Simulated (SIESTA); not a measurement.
HfO2:

```
Hf O
1.0
     5.55640    0.00000    0.00000
     0.00000    3.33360    0.00000
     0.00000    0.00000    6.50500
Hf O
4 8
Direct
  0.74868 0.75000 0.60787
  0.25132 0.25000 0.39213
  0.24868 0.75000 0.89213
  0.75132 0.25000 0.10787
  0.63950 0.25000 0.42340
  0.36050 0.75000 0.57660
  0.13950 0.25000 0.07660
  0.86050 0.75000 0.92340
  0.52079 0.25000 0.84145
  0.47921 0.75000 0.15855
  0.02079 0.25000 0.65855
  0.97921 0.75000 0.34145
```

Measurements of this composition are mostly on another form, of space group No. 14.

Base run:

| Quantity | Value |
| --- | --- |
| Program | SIESTA 5.4.2 |
| Functional | LDA |
| Potentials or basis | PseudoDojo 0.4 standard (LDA files) |
| Basis | DZP (energy shift 0.003 Ry; two zetas on semicore shells) |
| Grid cutoff | 800 Ry |
| Energy shift | 0.003 Ry |
| k mesh | 5 × 8 × 4 |
| Occupations | fermi-dirac, width 0.05 eV |
| Spin | no spin polarisation |

Its results: band gap on the k mesh 3.26 eV, direct; pressure -12.6 GPa; largest force 0.044 eV/Å.

**Question.** The run is repeated on the same cell with these changes: functional from LDA to PBEsol; potentials or basis from PseudoDojo 0.4 standard (LDA files) to PseudoDojo 0.4 standard (PBEsol files). What comes out?

**Answer.** Band gap on the k mesh 3.29 eV, direct; pressure -4.1 GPa; largest force 0.136 eV/Å.

Caveats: short orbitals over semicore shells can move pressures by several GPa; spin-orbit coupling is left out, which moves the levels of the heavy elements; the basis of atomic orbitals isn't converged, which shifts pressures, moduli and gaps.
